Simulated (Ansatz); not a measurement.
**Li started on a Cl site next to Cl started in the widest void in rocksalt LiCl, 65 atoms, charge +1**

All numbers come from Ansatz (PAW, plane waves, no spin–orbit coupling) at the single k point (¼, ¼, ¼) without its symmetry partners. The atoms were relaxed with PBEsol in a fixed cell; other functionals are single points on those atoms unless said otherwise. The valence top and gap of the host come from its small cell on a dense mesh, with the band extrema sought between the mesh points, lined up by the mean potential, PBEsol gap 6.34 eV, HSE06 gap 7.95 eV. The charge correction uses an assumed dielectric constant of 11.

Cell: a = 10.133 Å, b = 10.133 Å, c = 10.133 Å, α = 90.00°, β = 90.00°, γ = 90.00°.

Nearest atoms after relaxation, from the placed atom (for vacancies from the middle of the vacant sites): Cl at 2.21 Å, Cl at 2.21 Å, Cl at 2.21 Å, Cl at 2.21 Å, Li at 2.62 Å, Li at 2.62 Å, Li at 2.62 Å, Li at 2.63 Å.

Chemical potentials μ are those of reference phases of the elements at zero temperature by the same functional (the usual solids, diamond for C, grey Sn, and the molecules H2, N2, O2, F2, Cl2, Br2 and S8).

```tsv
functional	E(defect) − E(host) − Σ nμ + q·E_VBM (eV)	monopole (eV)	alignment (eV)	formation energy at E_F = VBM (eV)	moment (μB)	wall time, shared host
PBEsol	-3.49	0.18	-0.01	-3.32	0 (no spin)	14 s on NVIDIA GB300 (relaxation)
HSE06	-4.40	0.18	-0.01	-4.23	0 (no spin)	18 s on NVIDIA GB300
```

(1) How does the monopole term follow by hand for this cubic cell?

HSE06 one-electron levels near the gap (the ten most localised at most), from the host's valence top, not corrected for the charge's images:

| level (eV) | spin | filling | atoms sharing it | element of the atom with most weight |
| --- | --- | --- | --- | --- |
| -0.25 | both | 2.00 | 17.6 | Cl |
| -0.25 | both | 2.00 | 28.7 | spread |
| -0.25 | both | 2.00 | 28.7 | spread |
| -0.22 | both | 2.00 | 34.6 | spread |
| -0.22 | both | 2.00 | 34.6 | spread |
| -0.05 | both | 2.00 | 25.6 | spread |
| -0.05 | both | 2.00 | 25.6 | spread |
| -0.05 | both | 2.00 | 30.9 | spread |
| 0.02 | both | 2.00 | 34.0 | spread |
| 0.02 | both | 2.00 | 34.0 | spread |

All elements are taken at their own reference at once; growth conditions in equilibrium with the host shift these energies, by up to the host's formation enthalpy.

One k point and a cell of this size can leave errors of several tenths of an eV in such numbers.

Answers

(1) q²·α·e²/(4πε₀)/(2εL) with the Madelung constant α = 2.837 and e²/4πε₀ = 14.40 eV·Å: 1 × 2.837 × 14.40 / (2 × 11 × 10.133) = 0.18 eV.
